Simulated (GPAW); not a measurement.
LiH:

```
Li H
1.0
     0.00000    2.03675    2.03675
     2.03675    0.00000    2.03675
     2.03675    2.03675    0.00000
Li H
1 1
Direct
  0.00000 0.00000 0.00000
  0.50000 0.50000 0.50000
```

* Program: GPAW 26.7.0
* Task: single point
* Functional: PBE
* Potentials or basis: GPAW PAW data sets (gpaw-data 1.2.1)
* Cutoff: 800 eV
* Basis: pw
* k mesh: 11 × 11 × 11
* Occupations: fermi-dirac, width 0.05 eV
* Spin: no spin polarisation

On this cell: pressure -1.2 GPa; largest force zero by symmetry; band gap on the k mesh 3.19 eV, direct.

The same run follows on a disturbed copy (atoms moved at random, drawn with an rms of 0.05 Å):

```
Li H
1.0
     0.00000    2.03675    2.03675
     2.03675    0.00000    2.03675
     2.03675    2.03675    0.00000
Li H
1 1
Direct
  0.01223 0.99611 0.00039
  0.49669 0.49811 0.50465
```

Q: What changes?

A: The energy moves by +0.4 meV/atom; pressure -1.2 GPa; largest force 0.038 eV/Å; band gap on the k mesh 3.19 eV, direct.

Forces on the atoms (eV/Å):
```
Li   0.013 -0.023 -0.027
H   -0.013  0.023  0.027
```

Caveats: an odd mesh through Γ misses points on the zone boundary, where band edges often lie.
